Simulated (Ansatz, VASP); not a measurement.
# Si11BHO24 (B-H pair in alpha-quartz): VASP beside Ansatz

One calculation is typed for both programs; each brings its own data sets. How far apart do they land? The cell is taken from a series of runs on this material, whose earlier steps may have relaxed, scaled, displaced or heated it; both programs get it as it stands.

Calculated with Ansatz 0.2.0; plane waves, with VASP 6.6.1 beside it; single point at HSE06.

**1. Set-up**

The cell holds 37 atoms: 11 Si, 24 O, 1 B and 1 H. Its edges and angles: a = 7.452 Å, b = 7.452 Å, c = 10.037 Å, α = 70.3°, β = 70.3°, γ = 71.4°. It derives from SiO2 (SiO2 (P3_221)). Nearest the centre at fractional (0.451, 0.491, 0.504): B36 at 1.18 Å, O12 at 1.30 Å, H37 at 1.47 Å, O35 at 1.75 Å, O19 at 1.84 Å, O28 at 1.85 Å, Si1 at 2.81 Å, Si8 at 3.04 Å.

**2. VASP: single point, HSE06**

With cell and atoms fixed, the geometry can't cause a difference; cores, projectors, grids and the points listed under the comparison can.

Lines of VASP's logs that name or quote its potential files are left out, and so is its time.

The run reads the wave functions of an earlier VASP run, which isn't shown here.

The input, INCAR:

```
SYSTEM = Si11BHO24
PREC = Accurate
ENCUT = 520
EDIFF = 1E-06
NELM = 100
ISMEAR = -1
SIGMA = 0.01
LREAL = Auto
ALGO = Normal
LHFCALC = .TRUE.
AEXX = 0.25
GGA = PE
HFSCREEN = 0.208
LASPH = .TRUE.
NBANDS = 121
PRECFOCK = Fast
LORBIT = 11
LWAVE = .FALSE.
LCHARG = .FALSE.
ISIF = 2
```

The input, POSCAR:

```
Si11BHO24
1.0
   -2.5091692191      4.3460085723      5.5089740863
    5.0183384383      0.0000000000      5.5089740863
    5.0183384383      8.6920171446      0.0000000000
Si O B H
11 24 1 1
Direct
    0.0798782463      0.5780307967      0.4541586656
    0.5911139797      0.0736385674      0.2004919289
    0.4129040121      0.9323055593      0.0250299181
    0.9103946242      0.4238883545      0.2890725744
    0.0040973638      0.0028012444      0.2494032230
    0.4887380620      0.4958894793      0.0086232946
    0.0758908016      0.5800092616      0.9569009867
    0.6042850463      0.0916652798      0.6929846858
    0.4320898347      0.9084515533      0.5349125769
    0.8989641866      0.4285533201      0.7811261996
    0.0129507601      0.9945479420      0.7524310151
    0.2908463712      0.4771381385      0.4876047584
    0.8179928429      0.9993160598      0.2038427275
    0.4543931632      0.0057739944      0.3622596342
    0.9270727545      0.5311208358      0.1173952873
    0.4512654938      0.6990260669      0.0486543590
    0.9510849785      0.1914671422      0.3118013526
    0.1882056141      0.0139251213      0.1067562563
    0.6983780178      0.5093987186      0.3865453547
    0.0678075851      0.4698649601      0.3435880671
    0.5594897064      0.9759050238      0.0914034017
    0.0559549791      0.8088295710      0.3766282823
    0.5356178752      0.3104648236      0.1432442666
    0.2982840092      0.4875537064      0.9702748912
    0.8256332281      0.9932341039      0.7070488968
    0.4518881565      0.0443305506      0.8526497353
    0.9161157220      0.5453078861      0.6102347462
    0.4963891710      0.6717678035      0.5706513729
    0.9752531524      0.1969222355      0.7935348268
    0.2043956846      0.9700441280      0.6184423218
    0.6733784129      0.4829069275      0.8677160189
    0.0363885921      0.4895562384      0.8461180471
    0.5622687341      0.9942278546      0.5886206528
    0.0434908954      0.8145103850      0.8937797159
    0.5783014929      0.3270472560      0.6318854207
    0.5912710040      0.5024454626      0.5276578555
    0.2879839441      0.4318222651      0.6275753190
```

The input, KPOINTS:

```
Automatic mesh
0
Gamma
1 1 1
0 0 0
```

Potentials, in the order of the species: Si, O, B and H (PBE family, release 64).

The run is started by

```bash
export OMP_NUM_THREADS=3
mpirun -np 1 vasp_gam
```

Numbers of over 12 decimals in the logs are rounded to 6 here.

Output:

```text
[banner, memory and clock lines left out]
running    1 mpi-ranks, on    1 nodes
[...]
Offloading initialized ...    1 GPUs detected
[...]
LDA part: xc-table for (Slater+PW92), standard interpolation
 found WAVECAR, reading the header
 POSCAR, INCAR and KPOINTS ok, starting setup
[...]
reading WAVECAR
 the WAVECAR file was read successfully
 initial charge from wavefunction
 entering main loop
       N       E                     dE             d eps       ncg     rms          rms(c)
DAV:   1    -0.351778376050E+03   -0.35178E+03   -0.56316E+00   276   0.873E+00    0.107E+01
DAV:   2    -0.351820993269E+03   -0.42617E-01   -0.21434E-01   284   0.138E+00    0.779E+00
DAV:   3    -0.351802253439E+03    0.18740E-01   -0.19036E-02   292   0.396E-01    0.467E+00
DAV:   4    -0.351798134812E+03    0.41186E-02   -0.64275E-03   284   0.215E-01    0.267E+00
[...]
DAV:   9    -0.351796325216E+03    0.89996E-05   -0.72119E-06   284   0.107E-02    0.157E-01
DAV:  10    -0.351796323677E+03    0.15388E-05   -0.22592E-06   188   0.649E-03    0.897E-02
DAV:  11    -0.351796323924E+03   -0.24642E-06   -0.11599E-06   188   0.487E-03
   1 F= -.35179632E+03 E0= -.35179632E+03  d E =-.463259E-13
```

From OUTCAR (step 2):

```text
  Total       -7.3706719    -10.7201486     -4.8599190     -4.1835565      4.4116963     -2.9148302
  in kB      -24.5717685    -35.7379916    -16.2016172    -13.9468128     14.7073676     -9.7172326
  external PRESSURE =     -25.5037924 kB  Pullay stress =       0.0000000 kB

 POSITION                                       TOTAL-FORCE (eV/Angst)
 -----------------------------------------------------------------------------------
      4.97945      4.29471      3.62440         0.100893      0.234731     -0.000766
     -0.10753      4.31167      3.66210         0.007607      0.046143     -0.013575
      3.76819      2.01204      7.41072         0.037289      0.066921     -0.059345
      1.29355      6.46921      7.35053         0.007036      0.076149      0.031737
      1.25537      2.18562      0.03800        -0.007617      0.109628     -0.068579
      1.30549      2.19901      5.42429         0.034782      0.078693      0.004867
      7.52231      8.64722      3.61334         0.139140      0.138261      0.029788
      2.42139      8.64966      3.83397        -0.206004      0.023785     -0.121206
      6.15910      6.52734      7.38501         0.020809     -0.076038     -0.002170
      3.81493     10.69647      7.31326        -0.054626     -0.282608     -0.050193
      8.73444      6.59643      5.55028        -0.042574     -0.023234      0.065153
      4.11162      5.50229      4.23081         1.703559      5.691904     -0.899274
      3.98538      5.32681     10.01151         0.019448     -0.032926     -0.001518
      0.70677      5.12356      2.53505        -0.028620      0.015526      0.012039
[...]
-----------------------------------------------------------------------------------
    total drift:                               -0.025704     -0.007188      0.023595

  FREE ENERGIE OF THE ION-ELECTRON SYSTEM (eV)
  ---------------------------------------------------
  free  energy   TOTEN  =      -351.7963239235 eV

  energy  without entropy=     -351.7963239235  energy(sigma->0) =     -351.79632392

[... 3 further parts left out ...]
[key lines of the parts left out:]
E-fermi :  -0.4612
```

The run ends at a pressure of -2.55 GPa, with forces up to 6.0 eV/Å.

(Part 1 of 2 ends here.)

[Lines on the potential files, build, host, timing and source positions are cut from VASP's logs without a mark.]

[Logs are printed without paths, hosts, clocks, repeated set-up lines and the standing remarks that a program may print on its own settings, such as how far it seeks lower states.]

[Hosts, paths, dates, database ids (printed as entryN), source tags and the programs' standing remarks are cut or masked in the printed files.]
